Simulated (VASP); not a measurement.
The input files of a VASP run:

**KPOINTS**
```
Automatic mesh
0
Gamma
5 5 5
0 0 0
```

### INCAR
```
SYSTEM = SrF2
PREC = Accurate
ENCUT = 520
EDIFF = 1E-6
NELM = 100
ALGO = Normal
LREAL = .FALSE.
LASPH = .TRUE.
ISMEAR = 0
SIGMA = 0.05
GGA = PE
LMAXMIX = 4
LWAVE = .FALSE.
LCHARG = .FALSE.
ISIF = 2
```

POSCAR:
```
SrF2
1
    0.0000000000     2.9000000000     2.9000000000
    2.9000000000     0.0000000000     2.9000000000
    2.9000000000     2.9000000000     0.0000000000
Sr F
1 2
Direct
  0.0000000000   0.0000000000   0.0000000000
  0.2500000000   0.2500000000   0.2500000000
  0.7500000000   0.7500000000   0.7500000000
```

POTCAR, in this order: Sr_sv F (PBE.64 set). Program: vasp_gam.

Output

**standard output**
```
 POSCAR found type information on POSCAR SrF
 POSCAR found :  2 types and       3 ions
 Reading from existing POTCAR
 Reading from existing POTCAR
 LDA part: xc-table for (Slater+PW92), standard interpolation

 -----------------------------------------------------------------------------
|                                                                             |
|     EEEEEEE  RRRRRR   RRRRRR   OOOOOOO  RRRRRR      ###     ###     ###     |
|     E        R     R  R     R  O     O  R     R     ###     ###     ###     |
|     E        R     R  R     R  O     O  R     R     ###     ###     ###     |
|     EEEEE    RRRRRR   RRRRRR   O     O  RRRRRR       #       #       #      |
|     E        R   R    R   R    O     O  R   R                               |
|     E        R    R   R    R   O     O  R    R      ###     ###     ###     |
|     EEEEEEE  R     R  R     R  OOOOOOO  R     R     ###     ###     ###     |
|                                                                             |
|     You are using the Gamma-point-only version with more than one           |
|     k-point or some other non-Gamma k-point.                                |
|                                                                             |
|       ---->  I REFUSE TO CONTINUE WITH THIS SICK JOB ... BYE!!! <----       |
|                                                                             |
 -----------------------------------------------------------------------------
```

**Question.** From input and log, find the fault in this run and mend it.

**Answer.** The cause: the Γ-only program was given a k-mesh. VASP stops with an error: You are using the Gamma-point-only version with more than one k-point or some other non-Gamma k-point. ----> I REFUSE TO CONTINUE WITH THIS SICK JOB ... BYE!!! <---- To mend it, run vasp_std.

The mended run (PBE GGA, plane waves, VASP's PBE PAW potentials (set 64)) converges, and its OSZICAR ends with
```
   1 F= -.17057925E+02 E0= -.17057925E+02  d E =-.743731E-21
```

The compound is SrF2 in the fluorite structure. The cell was not relaxed at this level.
